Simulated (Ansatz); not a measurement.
Crystal: Al.

```xyz
1
Lattice="2.7218 0.0000 0.0000 0.0000 2.7218 0.0000 0.0000 0.0000 2.7218" Properties=species:S:1:pos:R:3 pbc="T T T"
Al    0.0000    0.0000    0.0000
```

The cell was built by a generator and needn't be a form met in nature.

- Program: Ansatz 0.2.0
- Task: relaxation of cell and atoms
- Functional: B3LYP
- Potentials or basis: Ansatz PAW
- Cutoff: 420 eV (not typed: the program's choice for these potentials)
- k mesh: 5 × 5 × 5
- Occupations: fermi-dirac, width 0.05 eV
- Spin: no spin polarisation

At the start: volume 20.16 Å³/atom.

Task: Where does the relaxation end?

Result: It ends after 4 steps and the volume is 20.85 Å³/atom (+3.4 %); space group Pm-3m (No. 221, to 0.05 Å).

Step by step:
| step | energy change (eV) | largest force (eV/Å) | volume (Å³) |
| --- | --- | --- | --- |
| 1 | 0.0000 | 0.0000 | 20.16 |
| 2 | -0.0036 | 0.0000 | 20.81 |
| 3 | -0.0037 | 0.0000 | 20.85 |
| 4 | -0.0039 | 0.0000 | 20.85 |

Final structure:
```xyz
1
Lattice="2.7525 0.0000 0.0000 0.0000 2.7525 0.0000 0.0000 0.0000 2.7525" Properties=species:S:1:pos:R:3 pbc="T T T"
Al    0.0000    0.0000    0.0000
```

Caveat: the k mesh is coarse (spacing up to 0.46 Å⁻¹), so the values aren't converged, least of all with exact exchange; the plane-wave basis is chosen anew once the cell has moved, so the energies of steps on either side of that aren't comparable; the PAW data sets come from PBE, with cores solved anew for the run's functional, which leaves a small shift of forces and pressure.
